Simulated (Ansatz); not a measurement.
# WSe2: a single-point run

The task is a single-point run on WSe2. The structure is shown as the input types it. The cell is built on a prototype (CdI2 type) and needn't be the phase found in nature.

Computed with Ansatz 0.2.0 (density functional or hybrid calculation with the settings of its input, plane waves, unless a step's input says otherwise).

2 further runs of the same task are left out: 2 for a known fault of the program.

### Step 1. Starting point

The structure is trigonal, space group P-3m1 (No. 164). The conventional cell has a = 3.315 Å, b = 3.315 Å, c = 6.519 Å, α = 90.00°, β = 90.00°, γ = 120.00°. W (site symmetry -3m) is surrounded by 6 Se at 2.54 Å. Se (site symmetry 3m) is surrounded by 3 W at 2.54 Å.

Coordinates:

```
CELL_PARAMETERS angstrom
3.31534 0.00000 0.00000
-1.65767 2.87117 0.00000
0.00000 0.00000 6.51920
ATOMIC_POSITIONS crystal
W 0.00000 0.00000 0.00000
Se 0.33333 0.66667 0.25717
Se 0.66667 0.33333 0.74283
```

### Step 2. The run

File input.yaml:

```yaml
crystal:
  lattice:
    - [3.3153441817, 0.0, 0.0]
    - [-1.6576720909, 2.8711722836, 0.0]
    - [0.0, 0.0, 6.5191987047]
  atoms:
    - { symbol: W, position: [0.0, 0.0, 0.0] }
    - { symbol: Se, position: [0.3333333333, 0.6666666667, 0.2571683813] }
    - { symbol: Se, position: [0.6666666667, 0.3333333333, 0.7428316187] }
kpoints:
  mp_grid: { grid: [2, 4, 6] }
hamiltonian:
  xc: pbesol
scf:
  occupations: { method: fermi_dirac, width: 0.02 }
  n_extra_bands: 4
output:
  forces: true
  stress: true
  eigenvalues: true
```

Run with:

```bash
ansatz run input.yaml --threads 4 --pin off --max-ram 3686MiB --backend cpu --events-out ev --progress --plain --runs-dir out
```

What happens when this is run?

The run converged and reported no error, with warnings (symmetry narrowed by mesh). Its log warns: «crystal.symmetry: narrowed to the stabiliser of the k-point mesh — unitary ops 12 → 4; excluded 8 operations that carry a point of the 2×4×6 mesh (shift [0, 0 ...»

In the input, kpoints.mp_grid.grid is [2, 4, 6]. The mesh doesn't respect the lattice's symmetry: fewer operations survive, and spurious anisotropy appears.

Run again and compare: set kpoints.mp_grid.grid to [4, 4, 4].
